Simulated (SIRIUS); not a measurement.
The system is W.

```
W
1.0
    -1.58234    1.58234    1.58234
     1.58234   -1.58234    1.58234
     1.58234    1.58234   -1.58234
W
1
Direct
  0.00000 0.00000 0.00000
```

Base run:

```yaml
Program: SIRIUS 7.12.0
Functional: LDA
Potentials_or_basis: PseudoDojo 0.4.1 PBE standard (scalar relativistic)
Cutoff: 1030 eV
Density_cutoff: 4119 eV
k_mesh: 12 × 12 × 12
Occupations: fermi-dirac, width 0.05 eV
Spin: no spin polarisation
```

Its results: band gap on the k mesh none (metal or under the smearing width); pressure -7.5 GPa.

Q: The run is repeated on the same cell with these changes: functional from LDA to PBE; libxc names from ["XC_LDA_X", "XC_LDA_C_PW"] to ["XC_GGA_X_PBE", "XC_GGA_C_PBE"]. What comes out?

A: Band gap on the k mesh none (metal or under the smearing width); pressure 5.9 GPa.

Caveats: the potentials were made for another functional, which shifts forces and pressure (some runs).

Not every run made on this cell is shown here.
